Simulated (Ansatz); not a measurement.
input.yaml (Ansatz)

```yaml
crystal:
  lattice:
    - [0.0, 1.5948182637, 1.5948182637]
    - [1.5948182637, 0.0, 1.5948182637]
    - [1.5948182637, 1.5948182637, 0.0]
  atoms:
    - { symbol: Be, position: [0.0, 0.0, 0.0] }
hamiltonian:
  xc: revpbe
  pseudopotentials:
    kind: paw
    azcp:
      Be: "pseudopotentials/Be.paw.azcp"
basis:
  ecutwfc: 420
  fft_grid_basis: typed
kpoints:
  mp_grid: { grid: [17, 17, 17], shift: [0, 0, 0] }
magnetization:
  spin_polarized: false
scf:
  occupations: { method: fermi_dirac, width: 0.1 }
relax:
  max_steps: 60
  f_tol: 0.01
  cell: {}
```

and its output:

```
Engine: ansatz 0.2.0, x86_64-unknown-linux-gnu
Pseudopotentials: kind: paw
Pseudopotential: Be, paw, valence charge 2, recommended cutoff 420 eV (normal) 
Functional definition: revPBE
  parameter kappa = 1.245
  parameter beta = 0.06672455060314922
  exchange = pbe_x(kappa = kappa, mu = beta*pi^2/3)
  correlation = pbe_c(beta = beta)
Crystal: 1 atoms, lattice volume = 8.113 Å³
Basis set: ecut = 420 eV, 169 PW (Γ), exchange–correlation on 32×32×32 points (8 copies of the dense FFT grid, shifted against one another)
Bands: 5, of which v1, the nominal top of the filled ones, is band 1 counted from 1 (0 counted from 0)
Symmetry: 48 space group operations
Space group: Fm-3m (ITA 225), of the structure as read, at distance tolerance 2.0e-5 Å
k-points: 165 of 4913
Non-local potential: Be, projectors of the file, l = 0: 2, l = 1: 2, l = 2: 1
PAW form: soft (Blöchl's): semilocal exchange-correlation on the pseudo side does not see the compensation charge
PAW frozen core: Be, regenerated for the run's functional, and the local potential with it (the file was generated under x = pbe(κ = 0.804, μ = 0.2195149727645171), c = pbe(β = 0.06672455060314922))
PAW one-centre angular grid: Be, 110 points (default); XC on 64 Gauss nodes
Initial density: superposition of atomic densities (neutral atoms: chi_scale 0, normalization atom), corrected by the library's trained network
Initial wavefunctions: pseudopotential atomic-orbital guess
Functional: x = revpbe(κ = 1.245, μ = 0.2195149727645171), c = pbe(β = 0.06672455060314922)
SCF iter   1: F=—  HF=-93.359129 eV  |F-HF|=—  |Δ(HF+E_count)|=         —  Δρ=2.00e-3  dr2=2.18e-4  ethr=1.77e-3  ⟨swp⟩=4.7  Hψ=7672  notcnv=0
SCF iter   2: F=—  HF=-93.359142 eV  |F-HF|=—  |Δ(HF+E_count)|=   1.31e-5  Δρ=9.90e-4  dr2=5.25e-5  ethr=1.09e-5  ⟨swp⟩=1.2  Hψ=2182  notcnv=0
SCF iter   3: F=—  HF=-93.359154 eV  |F-HF|=—  |Δ(HF+E_count)|=   1.11e-5  Δρ=1.46e-5  dr2=1.15e-8  ethr=2.63e-6  ⟨swp⟩=1.0  Hψ=833  notcnv=0
iter 4 did not close the SCF: its close was put off for the readings that it lacked (scf_convergence_deferred on its scf_iter line)
SCF iter   4: F=-93.359154 eV  HF=-93.359154 eV  |F-HF|=1.26e-10  |Δ(HF+E_count)|=   1.73e-8  Δρ=2.49e-6  dr2=1.99e-10  ethr=5.75e-10  ⟨swp⟩=2.0  Hψ=1014  notcnv=0
iter 5 did not close the SCF: its close was put off for the readings that it lacked (scf_convergence_deferred on its scf_iter line)
SCF iter   5: F=-93.359154 eV  HF=-93.359154 eV  |F-HF|=1.92e-12  |Δ(HF+E_count)|=  1.28e-10  Δρ=2.21e-7  dr2=9.15e-13  ethr=9.93e-12  ⟨swp⟩=1.1  Hψ=842  notcnv=0
SCF iter   6: F=-93.359154 eV  HF=-93.359154 eV  |F-HF|=0.00e0  |Δ(HF+E_count)|=  1.83e-12  Δρ=1.04e-8  dr2=1.62e-15  ethr=1.00e-12  ⟨swp⟩=1.0  Hψ=1988  notcnv=0
SCF 1 converged in 6 iterations: F = -93.359154 eV  dr2 = 1.62e-15
relax step   1: F+E_penalty+E_count = -93.35915359 eV  Δ(F+E_penalty+E_count) = +0.000e0 eV  max|allowed force component| = 0.000e0 eV/Å  Δτ_max = 0.0000 Å  P = -0.717 GPa  Ω = 8.113 Å³  (6 SCF iters, dr2 threshold 1.00e-7 eV, accepted)
Crystal: 1 atoms, lattice volume = 8.085 Å³
Initial density: handed on by an earlier stage of this run
Initial wavefunctions: those handed on with the density
iter 1 solved again at ethr=5.58e-9 eV; its pass at ethr=3.10e-3 eV (dr2=1.12e-7 eV) is discarded
SCF iter   1: F=—  HF=-93.359231 eV  |F-HF|=—  |Δ(HF+E_count)|=         —  Δρ=6.75e-5  dr2=1.12e-7  ethr=5.58e-9  ⟨swp⟩=2.5  Hψ=8262  notcnv=0
SCF iter   2: F=-93.359254 eV  HF=-93.359255 eV  |F-HF|=8.72e-8  |Δ(HF+E_count)|=   2.34e-5  Δρ=3.43e-5  dr2=2.78e-8  ethr=5.00e-9  ⟨swp⟩=1.8  Hψ=2269  notcnv=0
SCF 2 converged in 2 iterations: F = -93.359254 eV  dr2 = 2.78e-8
relax step   2: F+E_penalty+E_count = -93.35925441 eV  Δ(F+E_penalty+E_count) = -1.008e-4 eV  max|allowed force component| = 0.000e0 eV/Å  Δτ_max = 0.0000 Å  P = -0.332 GPa  Ω = 8.085 Å³  energy of the carried Pulay correction = +9.651e-6 eV  (2 SCF iters, dr2 threshold 1.00e-7 eV, accepted)
Crystal: 1 atoms, lattice volume = 8.061 Å³
iter 1 solved again at ethr=1.02e-8 eV; its pass at ethr=3.10e-3 eV (dr2=2.04e-7 eV) is discarded
SCF iter   1: F=—  HF=-93.359264 eV  |F-HF|=—  |Δ(HF+E_count)|=         —  Δρ=9.23e-5  dr2=2.04e-7  ethr=1.02e-8  ⟨swp⟩=2.1  Hψ=8181  notcnv=0
SCF iter   2: F=—  HF=-93.359287 eV  |F-HF|=—  |Δ(HF+E_count)|=   2.25e-5  Δρ=4.68e-5  dr2=5.07e-8  ethr=5.00e-9  ⟨swp⟩=2.0  Hψ=2295  notcnv=0
SCF iter   3: F=-93.359287 eV  HF=-93.359287 eV  |F-HF|=6.39e-12  |Δ(HF+E_count)|=   1.52e-7  Δρ=9.66e-7  dr2=3.35e-11  ethr=2.53e-9  ⟨swp⟩=3.7  Hψ=1613  notcnv=0
SCF 3 converged in 3 iterations: F = -93.359287 eV  dr2 = 3.35e-11
relax step   3: F+E_penalty+E_count = -93.35928684 eV  Δ(F+E_penalty+E_count) = -3.243e-5 eV  max|allowed force component| = 0.000e0 eV/Å  Δτ_max = 0.0000 Å  P = +0.006 GPa  Ω = 8.061 Å³  energy of the carried Pulay correction = +1.793e-5 eV  (3 SCF iters, dr2 threshold 1.00e-7 eV, accepted)
Initial wavefunctions: pseudopotential atomic-orbital guess (no wavefunctions were taken with the density)
iter 1 solved again at ethr=3.98e-10 eV; its pass at ethr=3.10e-3 eV (dr2=7.96e-9 eV) is discarded
SCF iter   1: F=—  HF=-93.359247 eV  |F-HF|=—  |Δ(HF+E_count)|=         —  Δρ=5.75e-6  dr2=3.56e-10  ethr=3.98e-10  ⟨swp⟩=3.1  Hψ=10352  notcnv=0
SCF iter   2: F=—  HF=-93.359270 eV  |F-HF|=—  |Δ(HF+E_count)|=   2.30e-5  Δρ=2.99e-6  dr2=8.59e-11  ethr=1.78e-11  ⟨swp⟩=2.0  Hψ=1012  notcnv=0
SCF iter   3: F=-93.359270 eV  HF=-93.359270 eV  |F-HF|=2.33e-12  |Δ(HF+E_count)|=  6.14e-10  Δρ=2.01e-7  dr2=4.59e-13  ethr=1.00e-12  ⟨swp⟩=3.0  Hψ=2491  notcnv=0
SCF 4 converged in 3 iterations: F = -93.359270 eV  dr2 = 4.59e-13
relax step   4: F+E_penalty+E_count = -93.35926979 eV  Δ(F+E_penalty+E_count) = +1.706e-5 eV  max|allowed force component| = 0.000e0 eV/Å  Δτ_max = 0.0000 Å  P = +0.004 GPa  Ω = 8.061 Å³  stress off target by 4.21e-3 GPa  SCF on the basis re-selected at this cell (its energy is not comparable with the rows above)  (3 SCF iters)
basis re-selected at this cell: Δ(F+E_penalty+E_count) = +1.706e-5 eV, ΔP = -0.002 GPa vs the last step (what re-selecting the basis moved, of the pressure what is left beyond the Pulay correction that the steps carried, after the strain that the cell walked since its last selection, with what the two solves' SCF thresholds leave and, on support functions, any second-order correction that the steps lacked; it is no measure of the basis error at this ecutwfc). This SCF's stress stands 4.21e-3 GPa from its target on what of the cell is left free (relax.cell.stress_tol is 5.00e-2 GPa) and its largest allowed force component is 0.00e0 eV/Å (relax.f_tol is 1.00e-2 eV/Å): within both
SCF converged after 3 iterations
Free energy (F): -93.359270 eV
Harris-Foulkes:  -93.359270 eV  (|F-HF|=2.33e-12)
Internal energy: -93.354949 eV  (E = F + TS)
E sigma→0 (E₀):  -93.357109 eV
Entropy (-TS):   -0.004321 eV (-4.321 meV/atom)
Fermi energy:    8.453358 eV
--- Per-component energies (eV) ---
  E_band       = 6.120084
  E_kinetic    = 20.857518
  E_local      = 2.991402  (includes V_loc(G=0)·N_el)
  E_nonlocal   = 4.163067
  E_hartree    = 0.022887
  E_xc         = -19.712364
  E_vxc        = -20.667902  (∫ρ·V_xc dr)
  E_paw        = -60.186312  (= ΣΔE_a)
  E_vpaw       = -1.269773  (= ΣTr[D̂ρ^β])
  E_aug_tail   = -0.000001  (compensation charges beyond the density's cutoff)
  E_ewald      = -41.485223
  E_core_change = -0.005923  (= ΣΔE_core)
  E_smearing   = -0.004321  (= −TS)
  E_closure    = 0.000000  (closes the sum)
  Σ components = -93.359270   (vs F -93.359270, Δ=0.00e0)
--- Forces (eV/Å), atoms counted from 1 ---
  atom   1  Be    -0.00000000    -0.00000000     0.00000000
  max |Σ_I F_I| component: 1.54e-33 eV/Å
--- Stress (GPa, compression-positive) ---
        0.004213       0.000000       0.000000
        0.000000       0.004213       0.000000
        0.000000       0.000000       0.004213
  P = ⅓ Tr σ = 0.0042 GPa (0.042 kbar)
--- Relaxed structure (3 steps of the walk, 3 accepted, 1 SCFs on fresh bases) ---
  F+E_penalty+E_count = -93.35926979 eV   max|allowed force component| = 0.000e0 eV/Å   (the final SCF, on the basis selected at the relaxed cell)
  cell:  # Å, volume = 8.0609 Å³
    - [-7.643058049343385e-35, 1.5914193932967686, 1.5914193932967686]
    - [1.5914193932967686, 3.617714143355869e-33, 1.5914193932967686]
    - [1.5914193932967686, 1.5914193932967686, 3.7960521645072145e-33]
  atoms:
    - { symbol: Be, position: [0.0, 0.0, 0.0] }
```
